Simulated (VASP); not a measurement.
# GaN (F-43m) in VASP: band structure with PBE

Aim: the band structure of GaN with PBE.

Program: VASP 6.6.1. These are calculated values, not measurements. Logs are shortened: lines on timing, memory, paths and dates and some standing lists are left out, and cuts for length are marked.

**The experiment to reproduce.**

A printed reference work, textbook reports, for a bulk crystal of GaN at 0 K: band gap 3.299 eV (direct).

The runs below are set against these values where they give the same quantity.

### Step 1. The crystal as given

It takes space group F-43m (No. 216, cubic). The conventional cell has a = 4.549 Å, b = 4.549 Å, c = 4.549 Å, α = 90.00°, β = 90.00°, γ = 90.00°. Ga (site symmetry -43m) has 4 N at 1.97 Å as nearest neighbours. N (site symmetry -43m) is surrounded by 4 Ga at 1.97 Å.

The cell is a database's computed one.

### Step 2. Band structure, PBE

POSCAR

```
GaN                                     
1.0
    0.0000000000      2.2746121020      2.2746121020
    2.2746121020      0.0000000000      2.2746121020
    2.2746121020      2.2746121020      0.0000000000
  Ga              N             
     1     1
Direct
     0.0000000000000000    0.0000000000000000    0.0000000000000000
     0.7500000000000000    0.7500000000000000    0.7500000000000000
```

INCAR.step1

```
ALGO = Normal
EDIFF = 1E-7
ENCUT = 520
GGA = PE
ISIF = 2
ISMEAR = 0
LASPH = True
LCHARG = True
LREAL = False
LWAVE = False
NELM = 80
PREC = Accurate
SIGMA = 0.02
```

KPOINTS.step1

```
k-points
0
Gamma
  16 16 16
```

INCAR.step2

```
ALGO = Normal
EDIFF = 1E-7
ENCUT = 520
GGA = PE
ICHARG = 11
ISIF = 2
ISMEAR = 0
LASPH = True
LCHARG = False
LREAL = False
LWAVE = False
NELM = 80
PREC = Accurate
SIGMA = 0.05
```

KPOINTS.step2

```
path GXWKGLUWLK,UX
10
line-mode
reciprocal
 0.0000000000  0.0000000000  0.0000000000  G
 0.5000000000  0.0000000000  0.5000000000  X

 0.5000000000  0.0000000000  0.5000000000  X
 0.5000000000  0.2500000000  0.7500000000  W

 0.5000000000  0.2500000000  0.7500000000  W
 0.3750000000  0.3750000000  0.7500000000  K

 0.3750000000  0.3750000000  0.7500000000  K
 0.0000000000  0.0000000000  0.0000000000  G

 0.0000000000  0.0000000000  0.0000000000  G
 0.5000000000  0.5000000000  0.5000000000  L

 0.5000000000  0.5000000000  0.5000000000  L
 0.6250000000  0.2500000000  0.6250000000  U

 0.6250000000  0.2500000000  0.6250000000  U
 0.5000000000  0.2500000000  0.7500000000  W

 0.5000000000  0.2500000000  0.7500000000  W
 0.5000000000  0.5000000000  0.5000000000  L

 0.5000000000  0.5000000000  0.5000000000  L
 0.3750000000  0.3750000000  0.7500000000  K

 0.6250000000  0.2500000000  0.6250000000  U
 0.5000000000  0.0000000000  0.5000000000  X
```

Potentials or basis: VASP PAW PBE potentials, release 64 (Ga_d, N).

The run is started by

```bash
$ cat potpaw_PBE.64/Ga_d/POTCAR potpaw_PBE.64/N/POTCAR > POTCAR
$ cp INCAR.step1 INCAR
$ cp KPOINTS.step1 KPOINTS
$ mpirun -np 1 vasp_std > vasp.out
$ cp INCAR.step2 INCAR
$ cp KPOINTS.step2 KPOINTS
$ mpirun -np 1 vasp_std > vasp.out
```

OUTCAR:

```text
EDIFF = 1E-7
   ENCUT = 520
   GGA = PE
   ICHARG = 11
   ISIF = 2
   ISMEAR = 0
   LASPH = True
   LREAL = False
   NELM = 80
   PREC = Accurate

 ion  position               nearest neighbor table
   1  0.000  0.000  0.000-   2 1.97   2 1.97   2 1.97   2 1.97
   2  0.750  0.750  0.750-   1 1.97   1 1.97   1 1.97   1 1.97

  LATTYP: Found a face centered cubic cell.
 ALAT       =     4.5492242040

  Lattice vectors:

 A1 = (   0.0000000000,   2.2746121020,   2.2746121020)
 A2 = (   2.2746121020,   0.0000000000,   2.2746121020)
 A3 = (   2.2746121020,   2.2746121020,   0.0000000000)

Analysis of symmetry for initial positions (statically):
=====================================================================
 Subroutine PRICEL returns:
 Original cell was already a primitive cell.

 Routine SETGRP: Setting up the symmetry group for a
 face centered cubic supercell.

 Subroutine GETGRP returns: Found 24 space group operations
 (whereof 24 operations were pure point group operations)
 out of a pool of 48 trial point group operations.

The static configuration has the point symmetry T_d .

Analysis of symmetry for dynamics (positions and initial velocities):
=====================================================================
 Subroutine PRICEL returns:
 Original cell was already a primitive cell.

 Routine SETGRP: Setting up the symmetry group for a
 face centered cubic supercell.

 Subroutine GETGRP returns: Found 24 space group operations
 (whereof 24 operations were pure point group operations)
 out of a pool of 48 trial point group operations.

The dynamic configuration has the point symmetry T_d .

 Subroutine INISYM returns: Found 24 space group operations
 (whereof 24 operations are pure point group operations),
 and found     1 'primitive' translations

----------------------------------------------------------------------------------------

                                     Primitive cell

  volume of cell :      23.5371

  direct lattice vectors                    reciprocal lattice vectors
     0.000000000  2.274612102  2.274612102    -0.219817700  0.219817700  0.219817700
     2.274612102  0.000000000  2.274612102     0.219817700 -0.219817700  0.219817700
     2.274612102  2.274612102  0.000000000     0.219817700  0.219817700 -0.219817700

  length of vectors
     3.216787284  3.216787284  3.216787284     0.380735424  0.380735424  0.380735424

  position of ions in fractional coordinates (direct lattice)
     0.000000000  0.000000000  0.000000000
     0.750000000  0.750000000  0.750000000

  ion indices of the primitive-cell ions
   primitive index   ion index
                 1           1
                 2           2

----------------------------------------------------------------------------------------

 KPOINTS: path GXWKGLUWLK,UX

Interpolating k-points between supplied coordinates.

 Line segments in fractional coordinates (reciprocal lattice):
    0.000000  0.000000  0.000000  ...  0.500000  0.000000  0.500000
    0.500000  0.000000  0.500000  ...  0.500000  0.250000  0.750000
    0.500000  0.250000  0.750000  ...  0.375000  0.375000  0.750000
    0.375000  0.375000  0.750000  ...  0.000000  0.000000  0.000000
    0.000000  0.000000  0.000000  ...  0.500000  0.500000  0.500000
    0.500000  0.500000  0.500000  ...  0.625000  0.250000  0.625000
    0.625000  0.250000  0.625000  ...  0.500000  0.250000  0.750000
    0.500000  0.250000  0.750000  ...  0.500000  0.500000  0.500000
    0.500000  0.500000  0.500000  ...  0.375000  0.375000  0.750000
    0.625000  0.250000  0.625000  ...  0.500000  0.000000  0.500000

 Generated    10 points on each line segment, for a total of    100 k-points:

 Following reciprocal coordinates:
            Coordinates               Weight
  0.000000  0.000000  0.000000      0.010000
  0.055556  0.000000  0.055556      0.010000
  0.111111  0.000000  0.111111      0.010000
  0.166667  0.000000  0.166667      0.010000
  0.222222  0.000000  0.222222      0.010000
  0.277778  0.000000  0.277778      0.010000
[... 16 lines left out ...]
  0.472222  0.277778  0.750000      0.010000
  0.458333  0.291667  0.750000      0.010000
 [... further k-points ...]
   k-points           NKPTS =    100   k-points in BZ     NKDIM =    100   number of bands    NBANDS=     13
   number of dos      NEDOS =    301   number of ions     NIONS =      2
   total plane-waves  NPLWV =  13824
   dimension x,y,z NGX =    24 NGY =   24 NGZ =   24
   dimension x,y,z NGXF=    48 NGYF=   48 NGZF=   48
   ions per type =               1   1
   NGX,Y,Z   is equivalent  to a cutoff of  12.40, 12.40, 12.40 a.u.
   NGXF,Y,Z  is equivalent  to a cutoff of  24.81, 24.81, 24.81 a.u.
 SYSTEM =  unknown system
   PREC   = accura    normal or accurate (medium, high low for compatibility)
   ISTART =      0    job   : 0-new  1-cont  2-samecut
   ICHARG =     11    charge: 1-file 2-atom 10-const
   ISPIN  =      1    spin polarized calculation?
   LNONCOLLINEAR =      F non collinear calculations
   LSORBIT =      F    spin-orbit coupling
   LASPH  =      T    aspherical Exc in radial PAW
   ENCUT  =  520.0 eV  38.22 Ry    6.18 a.u.   5.98  5.98  5.98*2*pi/ulx,y,z
   NELM   =     80;   NELMIN=  2; NELMDL=  0     # of ELM steps
   EDIFF  = 0.1E-06   stopping-criterion for ELM
   LREAL  =      F    real-space projection
   EDIFFG = 0.1E-05   stopping-criterion for IOM
   NSW    =      0    number of steps for IOM
   IBRION =     -1    ionic relax: 0-MD 1-quasi-New 2-CG
   NFREE  =      0    steps in history (QN), initial steepest desc. (CG)
   ISIF   =      2    stress and relaxation
   ISYM   =      2    0-nonsym 1-usesym 2-fastsym
   POTIM  = 0.5000    time-step for ionic-motion
   TEBEG  =    0.0;   TEEND  =   0.0 temperature during run
   PSTRESS=    0.0 pullay stress
   NELECT =      18.0000    total number of electrons
   NUPDOWN=      -1.0000    fix difference up-down
   EMIN   =  10.00;   EMAX   =-10.00  energy-range for DOS
   EFERMI =   0.00;   METHOD = LEGACY
   ISMEAR =     0;   SIGMA  =   0.05  broadening in eV -4-tet -1-fermi 0-gaus
   EFERMI_NEDOS =   21; number of points for ismear=-14 and -15
   IALGO  =     38    algorithm
   IMIX   =      4    mixing-type and parameters
     AMIX     =   0.40;   BMIX     =  1.00
     AMIX_MAG =   1.60;   BMIX_MAG =  1.00
  volume/ion in A,a.u.               =      11.77        79.42
  Fermi-wavevector in a.u.,A,eV,Ry     =   1.497091  2.829093 30.494503  2.241283
  Thomas-Fermi vector in A             =   2.609024
   LORBIT       =      0    0 simple, 1 ext, 2 COOP (PROOUT), +10 PAW based schemes
   GGA     = PE    functional components
   LHFCALC =     F    Hartree Fock is set to
   AEXX    =    0.0000 exact exchange contribution
   IVDW    =     0    specifies the selected vdW correction
   LEPSILON=     F    determine dielectric tensor
   LRPA    =     F    only Hartree local field effects (RPA)
 non-spin polarized calculation
 Gauss-broadening in eV      SIGMA  =   0.05
  energy-cutoff  :      520.00
  volume of cell :       23.54
 maximum number of plane-waves:       648
 NGX is ok and might be reduce to    24

 number of electron      17.9999985 magnetization

 Free energy of the ion-electron system (eV)
  ---------------------------------------------------
  ext. energy  EPLUGINS =         0.00000000
  ---------------------------------------------------
  free energy    TOTEN  =       -12.47735649 eV

  energy without entropy =      -12.47735649  energy(sigma->0) =      -12.47735649

 E-fermi :   5.2611     XC(G=0): -11.5181

 val. band max:        4.9808800001   @ k =   0.0000   0.0000   0.0000
 cond. band min:       6.5238111412   @ k =   0.0000   0.0000   0.0000
 fundamental gap:      1.5429311411
 Fermi energy:         5.2610540110

 k-point     1 :       0.0000    0.0000    0.0000
  band No.  band energies     occupation
      1     -10.7188      2.00000
      2      -8.4411      2.00000
      3      -8.4411      2.00000
      4      -8.4411      2.00000
      5      -8.1460      2.00000
      6      -8.1460      2.00000
      7       4.9809      2.00000
      8       4.9809      2.00000
      9       4.9809      2.00000
     10       6.5238      0.00000
     11      15.1027      0.00000
     12      15.1027      0.00000
     13      15.1027      0.00000

 k-point     2 :       0.0556    0.0000    0.0556
  band No.  band energies     occupation
      1     -10.6750      2.00000
      2      -8.4337      2.00000
      3      -8.4337      2.00000
      4      -8.4296      2.00000
      5      -8.1493      2.00000
      6      -8.1439      2.00000
      7       4.5126      2.00000
      8       4.8827      2.00000
      9       4.8827      2.00000
     10       7.0070      0.00000
     11      14.8143      0.00000
     12      15.2035      0.00000
     13      15.2035      0.00000

 k-point     3 :       0.1111    0.0000    0.1111
  band No.  band energies     occupation
      1     -10.5509      2.00000
      2      -8.4119      2.00000
      3      -8.4119      2.00000
      4      -8.3910      2.00000
      5      -8.1566      2.00000
      6      -8.1377      2.00000
      7       3.6905      2.00000
      8       4.6104      2.00000
      9       4.6104      2.00000
     10       7.8538      0.00000
     11      14.1126      0.00000
     12      15.4894      0.00000
     13      15.4894      0.00000
[... 305 lines left out ...]
 k-point    23 :       0.4722    0.2778    0.7500
  band No.  band energies     occupation
      1      -9.7523      2.00000
      2      -8.3049      2.00000
      3      -8.2758      2.00000
      4      -8.1471      2.00000
      5      -8.1289      2.00000
      6      -6.2316      2.00000
      7      -0.6372      2.00000
      8       1.2272      2.00000
      9       1.7686      2.00000
     10      11.0182      0.00000
     11      12.9835      0.00000
     12      15.1293      0.00000
     13      16.1215      0.00000

 k-point    24 :       0.4583    0.2917    0.7500
  band No.  band energies     occupation
      1      -9.7539      2.00000
      2      -8.3100      2.00000
      3      -8.2685      2.00000
      4      -8.1524      2.00000
      5      -8.1249      2.00000
      6      -6.2488      2.00000
      7      -0.6619      2.00000
      8       1.1371      2.00000
      9       1.9753      2.00000
     10      10.8647      0.00000
     11      12.8945      0.00000
     12      15.2602      0.00000
     13      16.2602      0.00000

 [... further k-points ...]

------------------------ aborting loop because EDIFF is reached ----------------------------------------

  FORCE on cell =-STRESS in cart. coord.  units (eV):
  Direction    XX          YY          ZZ          XY          YZ          ZX
  --------------------------------------------------------------------------------------
  -------------------------------------------------------------------------------------
  Total       -1.7251773     -1.7251773     -1.7251773      0.0000000      0.0000000      0.0000000
  in kB     -117.4335728   -117.4335728   -117.4335728      0.0000000      0.0000000      0.0000000
  external PRESSURE =    -117.4335728 kB  Pullay stress =       0.0000000 kB

 VOLUME and BASIS-vectors are now :
 -----------------------------------------------------------------------------
  energy-cutoff  :      520.00
  volume of cell :       23.54
      direct lattice vectors                 reciprocal lattice vectors
     0.000000000  2.274612102  2.274612102    -0.219817700  0.219817700  0.219817700
     2.274612102  0.000000000  2.274612102     0.219817700 -0.219817700  0.219817700
     2.274612102  2.274612102  0.000000000     0.219817700  0.219817700 -0.219817700

 POSITION                                       TOTAL-FORCE (eV/Angst)
 -----------------------------------------------------------------------------------
      0.00000      0.00000      0.00000         0.000000      0.000000      0.000000
      3.41192      3.41192      3.41192        -0.000000     -0.000000     -0.000000
 -----------------------------------------------------------------------------------
    total drift:                               -0.000002     -0.000002     -0.000001

  FREE ENERGIE OF THE ION-ELECTRON SYSTEM (eV)
  ---------------------------------------------------
  free  energy   TOTEN  =       -12.4773564880 eV

  energy  without entropy=      -12.4773564880  energy(sigma->0) =      -12.47735649
```

Run time: 44 s. Hardware: 1 thread of Intel Xeon Platinum 8259CL at 2.50GHz (Skylake/Cascade Lake), shared host; peak memory 0.17 GiB.

Results:

| Item | Value |
| --- | --- |
| Band gap on the k mesh | 1.54 eV, direct |
| Band gap along the path | 1.54 eV, direct |

Levels at the corners of the path, in eV from the valence-band top:
```tsv
point	band 6	band 7	band 8	band 9	band 10	band 11	band 12	band 13
Γ	-13.13	0.00	0.00	0.00	1.54	10.12	10.12	10.12
X	-11.45	-6.01	-2.61	-2.61	3.34	6.49	11.51	13.66
X	-11.45	-6.01	-2.61	-2.61	3.34	6.49	11.51	13.66
W	-11.20	-5.59	-3.57	-3.50	6.16	8.10	10.05	11.01
W	-11.20	-5.59	-3.57	-3.50	6.16	8.10	10.05	11.01
K	-11.31	-5.75	-4.10	-2.09	4.95	7.63	10.88	12.60
K	-11.31	-5.75	-4.10	-2.09	4.95	7.63	10.88	12.60
Γ	-13.13	0.00	0.00	0.00	1.54	10.12	10.12	10.12
Γ	-13.13	0.00	0.00	0.00	1.54	10.12	10.12	10.12
L	-11.88	-6.86	-0.93	-0.93	4.45	8.58	10.22	10.22
L	-11.88	-6.86	-0.93	-0.93	4.45	8.58	10.22	10.22
U	-11.31	-5.75	-4.10	-2.09	4.95	7.63	10.88	12.60
U	-11.31	-5.75	-4.10	-2.09	4.95	7.63	10.88	12.60
W	-11.20	-5.59	-3.57	-3.50	6.16	8.10	10.05	11.01
W	-11.20	-5.59	-3.57	-3.50	6.16	8.10	10.05	11.01
L	-11.88	-6.86	-0.93	-0.93	4.45	8.58	10.22	10.22
L	-11.88	-6.86	-0.93	-0.93	4.45	8.58	10.22	10.22
K	-11.31	-5.75	-4.10	-2.09	4.95	7.63	10.88	12.60
U	-11.31	-5.75	-4.10	-2.09	4.95	7.63	10.88	12.60
X	-11.45	-6.01	-2.61	-2.61	3.34	6.49	11.51	13.66
```

Caveat: the log is that of the step along the path at fixed density, whose energy, stress, charges and moments have no meaning.

### Step 3. How close it comes

Step 2. A measured gap of GaN is 3.299 eV (direct; 0 K; a printed reference work, textbook); the calculated 1.54 eV misses it by -1.76 eV. So large a miss can be the level of theory's own, or it may mean another phase, state or a wrong row. Spin-orbit coupling on Ga is left out. The value is that of PBE, without temperature or zero-point motion. Semilocal functionals fall short of measured gaps as a rule. The cell is a database's relaxed one, not the measured one, which moves gaps too.
